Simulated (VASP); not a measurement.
Here is a VASP 6.6.1 calculation.

The input INCAR:

```
  PREC = Accurate
  ENCUT = 600
  EDIFF = 1E-7
  ISMEAR = 1
  SIGMA = 0.1
  LREAL = False
  LASPH = True
  NELM = 80
  ALGO = Normal
  ISIF = 2
  LWAVE = False
  LCHARG = False
  METAGGA = R2SCAN
  LMIXTAU = True
  IBRION = 2
  NSW = 40
  EDIFFG = -0.01
```

File KPOINTS:

```
regular mesh
0
Gamma
  16 16 16
```

File POSCAR:

```
W                                       
1.0
   -1.5864800861      1.5864800861      1.5864800861
    1.5864800861     -1.5864800861      1.5864800861
    1.5864800861      1.5864800861     -1.5864800861
  W             
     1
Direct
     0.0000000000000000    0.0000000000000000    0.0000000000000000
```

Potentials or basis: VASP PAW PBE potentials, release 64 (W_sv).

Run with:

```sh
$ cat potpaw_PBE.64/W_sv/POTCAR > POTCAR
$ mpirun -np 1 vasp_std > vasp.out
```

Estimate the band gap on the k mesh.

none (metal or under the smearing width).

Final structure:
```yaml
crystal:
  lattice:
    - [-1.58648, 1.58648, 1.58648]
    - [1.58648, -1.58648, 1.58648]
    - [1.58648, 1.58648, -1.58648]
  atoms:
    - { symbol: W, position: [0.00000, 0.00000, 0.00000] }
```

Caveat: the relaxation stopped at its first step, so nothing moved. Spin-orbit coupling is left out, which matters for the levels of W.
